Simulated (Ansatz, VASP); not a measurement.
KBr: VASP beside Ansatz

```
K Br
1.0
     0.00000    3.29250    3.29250
     3.29250    0.00000    3.29250
     3.29250    3.29250    0.00000
K Br
1 1
Direct
  0.00000 0.00000 0.00000
  0.50000 0.50000 0.50000
```

Alike in both runs: task single point; functional LDA; k mesh 6 × 6 × 6; occupations gaussian, width 0.05 eV; no spin polarisation.

```csv
,VASP,Ansatz
version,VASP 6.6.1,Ansatz 0.2.0
potentials or method,"VASP PAW LDA potentials, release 64 (K_sv, Br)","scalar-relativistic, plane waves, PAW"
plane-wave cutoff (eV),520,420
valence electrons in the cell,16,16
```

```tsv
	VASP	Ansatz	Ansatz less VASP
gap on the k mesh at the Fermi level (eV)	4.06	4.05	-0.008
least direct gap on the mesh (eV)	4.06	4.05	-0.008
pressure (GPa)	-1.5	-1.6	-0.04
```

LDA gaps usually lie below the measured ones, often by a third to a half.
